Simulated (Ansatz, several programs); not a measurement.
PbTiO3 (from a published structure), relaxed with PBE in Ansatz (plane waves, PAW): it is tetragonal, P4mm (No. 99); a = 3.839 Å, c = 4.779 Å in the conventional setting, 14.09 Å³ an atom. Ti is surrounded by 5 O at 1.74–1.99 Å; Pb is surrounded by 4 O at 2.48 Å; O is surrounded by 1 Ti at 1.74 Å; O is surrounded by 2 Ti at 1.99 Å and 2 Pb at 2.48 Å. The cell was then scaled with its shape and fractional coordinates held, which makes it stiffer than a relaxed compression. Spin-unpolarised calculation; the starting structure is a published one, and the numbers are computed.

```
V (Å³/atom)  E (meV/atom)
     13.244         25.41
     14.089          0.00
     14.512          5.39
     14.935         20.48
```

Task: Pass a cubic E = c₀ + c₁u + c₂u² + c₃u³, with u = V − 14.195 Å³, through these points.

Result: c₀ = 0.34, c₁ = +6.540, c₂ = 30.851, c₃ = -3.9377 (meV and Å³).

Task: Where is the minimum, and what bulk modulus follows?

Result: dE/du = 0 at u = -0.104, so V₀ = 14.09 Å³. B = V₀ d²E/dV² = 14.09 × (2c₂ + 6c₃u) = 14.09 × 64.157 = 904 meV/Å³, and 1 meV/Å³ is 0.16022 GPa: 145 GPa. A third-order Birch-Murnaghan fit to all five points gives 14.09 Å³ and 144 GPa.

Task: Predict the energy and the pressure at the withheld volume, 13.667 Å³.

Result: With u = -0.528: E ≈ 6.07 meV and P = −dE/dV ≈ +4.70 GPa. The run gives 5.99 meV and, from its stress, +4.68 GPa.
